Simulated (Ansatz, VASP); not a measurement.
# Zn: VASP beside Ansatz

```
CELL_PARAMETERS angstrom
0.00000 1.96013 1.96013
1.96013 0.00000 1.96013
1.96013 1.96013 0.00000
ATOMIC_POSITIONS crystal
Zn 0.00000 0.00000 0.00000
```

Alike in both runs: task single point; functional revPBE; k mesh 15 × 15 × 15; occupations fermi-dirac, width 0.1 eV; no spin polarisation.

|  | VASP | Ansatz |
| --- | --- | --- |
| version | VASP 6.6.1 | Ansatz 0.2.0 |
| potentials or method | VASP PAW PBE potentials, release 64 (Zn) | plane waves (420 eV) with PAW, scalar-relativistic |
| plane-wave cutoff (eV) | 520 | 420 |
| valence electrons in the cell | 12 | 12 |

|  | VASP | Ansatz | Ansatz less VASP |
| --- | --- | --- | --- |
| pressure (GPa) | 3.0 | 2.6 | -0.32 |

The functional is the same, so the differences come from potentials, cutoffs and numerics.

Caveats: the PAW data sets were made with another functional, which shifts forces and pressure a little (VASP).
